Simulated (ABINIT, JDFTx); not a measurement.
This is a calculation of HfN for ABINIT 10.8.3 (patched build). 

The input run.abi:

```
# Pseudopotentials
pp_dirpath "./"
pseudos "Hf.upf, N.upf"

# Structure
acell 3.1904657967 3.1904657967 3.1904657967 Angstrom
rprim
     0.0000000000     0.7071067812     0.7071067812
     0.7071067812     0.0000000000     0.7071067812
     0.7071067812     0.7071067812     0.0000000000
ntypat 2
znucl 72 7
natom 2
typat 1 2
xred
     0.0000000000     0.0000000000     0.0000000000
     0.5000000000     0.5000000000     0.5000000000

# Plane-wave basis
ecut 42.0

# k points
kptopt 1
ngkpt 10 10 10
nshiftk 1
shiftk 0.0 0.0 0.0

# Exchange and correlation
ixc -116133

# Bands and occupations
nband 13
occopt 3
tsmear 0.00183747

# SCF cycle
nstep 100
tolvrs 1.0e-10

# Output
iomode 3
prtwf 0
prteig 0
prtebands 0
enunit 2
prtden 1
prtvha 1
prtvclmb 1
prtpot 1
prtelf 1
```

Potentials or basis: PseudoDojo NC SR PBEsol v0.4.1 standard.

Command:

```sh
$ abinit run.abi > log 2>&1
```

Task: What does the same run look like in JDFTx 1.7.0 (patched build)? Potentials or basis there: PseudoDojo-SR-PBEsol-0.4.1-standard with smoothed tails, cutoff 1143 eV.

Result: As run (cutoffs and basis follow the program's own potentials, and thresholds, step limits or extra output files can differ):

HfN.in

```
lattice \
    0.0000000000     4.2632221372     4.2632221372 \
    4.2632221372     0.0000000000     4.2632221372 \
    4.2632221372     4.2632221372     0.0000000000
coords-type Lattice
ion Hf     0.0000000000     0.0000000000     0.0000000000 1
ion N      0.5000000000     0.5000000000     0.5000000000 1

ion-species pseudo/Hf.upf
ion-species pseudo/N.upf
elec-cutoff 42 336
elec-ex-corr gga-PBEsol
kpoint-folding 10 10 10
elec-smearing Fermi 0.0018374661
elec-n-bands 14
electronic-SCF nIterations 100 energyDiffThreshold 1e-09
electronic-minimize nIterations 30 energyDiffThreshold 1e-7
converge-empty-states yes
forces-output-coords Cartesian

dump-name run.$VAR
dump End Ecomponents EigStats BandEigs Kpoints Forces Stress
```

Potentials or basis: PseudoDojo-SR-PBEsol-0.4.1-standard with smoothed tails.

Launch:

```bash
$ jdftx -c 1 -i HfN.in -o HfN.out
```

Both were run:

|  | ABINIT | JDFTx |
| --- | --- | --- |
| Pressure | -2.8 GPa | -2.8 GPa |

Pressure is positive in compression.
